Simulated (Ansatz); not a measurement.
# CdS (P6_3mc): a single-point run

Wanted: a converged single-point run for CdS (P6_3mc), and a check of what comes out. The structure is shown as the input types it.

Method: DFT PBE, scalar-relativistic, plane waves, PAW, in Ansatz 0.2.0.

2 further runs of the same task are left out: 2 set aside as unsound or not needed. Runs told in other sessions of the task aren't counted.

### Step 1. Starting point

The structure is hexagonal, space group P6_3mc (No. 186). Conventional cell: a = 4.197 Å, b = 4.197 Å, c = 6.828 Å, α = 90.00°, β = 90.00°, γ = 120.00°. Cd (site symmetry 3m) has 4 S at 2.57 Å in its first shell of neighbours. Around S (site symmetry 3m) lie 4 Cd at 2.57 Å.

Structure file:

```
Cd S
1.0
     4.19703    0.00000    0.00000
    -2.09851    3.63473    0.00000
     0.00000    0.00000    6.82788
Cd S
2 2
Direct
  0.33333 0.66667 0.00417
  0.66667 0.33333 0.50417
  0.33333 0.66667 0.38083
  0.66667 0.33333 0.88083
```

### Step 2. Running it

input.yaml reads:

```yaml
crystal:
  lattice:
    - [4.197029873288, 2.886754068491e-11, 0.0]
    - [-2.098514936669, 3.634734490696, 0.0]
    - [0.0, 0.0, 6.8278775522]
  atoms:
    - { symbol: Cd, position: [0.3333333333333, 0.6666666666667, 0.0041671622] }
    - { symbol: Cd, position: [0.6666666666667, 0.3333333333333, 0.5041671622] }
    - { symbol: S, position: [0.3333333333333, 0.6666666666667, 0.3808328378] }
    - { symbol: S, position: [0.6666666666667, 0.3333333333333, 0.8808328378] }
basis:
  ecutwfc: 420
  ecutrho_ratio: 0
kpoints:
  mp_grid: { grid: [10, 10, 6] }
hamiltonian:
  xc: pbe
scf:
  occupations: { method: gaussian, width: 0.05 }
  max_iter: 80
output:
  forces: true
  stress: true
```

Command:

```
$ ansatz run input.yaml --threads 4 --pin off --max-ram 7168MiB --backend cpu --events-out ev --progress --plain --runs-dir out
```

**Question.** How will this run end, and is anything wrong with its input?

Nothing was computed: the input was turned down at the start. The line that matters: «invalid value for `basis.ecutrho_ratio`: must be in [1, 1024]; got 0»

In the input, basis.ecutrho_ratio is 0. A value lies outside the range that the key allows.

Fix: set basis.ecutrho_ratio to 4.
